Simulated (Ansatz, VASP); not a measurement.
## S in VASP and in Ansatz

The input INCAR:

```
SYSTEM = S
PREC = Accurate ; ENCUT = 520
EDIFF = 1E-6 ; ISMEAR = -1
SIGMA = 0.1 ; LREAL = .FALSE.
LASPH = .TRUE. ; NELM = 100
ALGO = Normal ; ISIF = 2
LWAVE = .FALSE. ; LCHARG = .FALSE.
GGA = PE ; NBANDS = 9
```

KPOINTS

```
Automatic mesh
0
G
  14 14 14
  0 0 0
```

The input POSCAR:

```
S
1.0
    2.0492619152      0.0000000000      0.0000000000
    0.0000000000      2.0492619152      0.0000000000
    0.0000000000      0.0000000000      2.0492619152
S
1
Direct
    0.0000000000      0.0000000000      0.0000000000
```

Input for Ansatz:

```yaml
crystal:
  lattice:
    - [2.0492619152, 0.0, 0.0]
    - [0.0, 2.0492619152, 0.0]
    - [0.0, 0.0, 2.0492619152]
  atoms:
    - { symbol: S, position: [0.0, 0.0, 0.0] }
kpoints:
  mp_grid: { grid: [14, 14, 14] }
scf:
  occupations: { method: fermi_dirac, width: 0.1 }
hamiltonian:
  xc: pbe
  pseudopotentials: { kind: paw }
output:
  forces: true
  stress: true
  eigenvalues: true
  populations: true
  write_density: true
  write_potential: true
  elf: true
  volumetric_format: npy
```

Change from the starting cell: volume scaled by 0.5, PAW files.

Alike in both runs: task single point; functional PBE; k mesh 14 × 14 × 14; occupations fermi-dirac, width 0.1 eV; no spin polarisation.

|  | VASP | Ansatz |
| --- | --- | --- |
| version | VASP 6.6.1 | Ansatz 0.2.0 |
| potentials or method | VASP PAW PBE potentials, release 64 (S) | PAW with Ansatz's default frozen-core files, scalar-relativistic |
| plane-wave cutoff (eV) | 520 | 420 |
| valence electrons in the cell | 6 | 6 |

```tsv
	VASP	Ansatz	Ansatz less VASP
pressure (GPa)	155.2	157.3	+2.02
```

Caveats: the cell as given lies far from equilibrium; so large a pressure means that the cell lies far from this level's equilibrium, or that cutoff or potentials fall short (VASP).
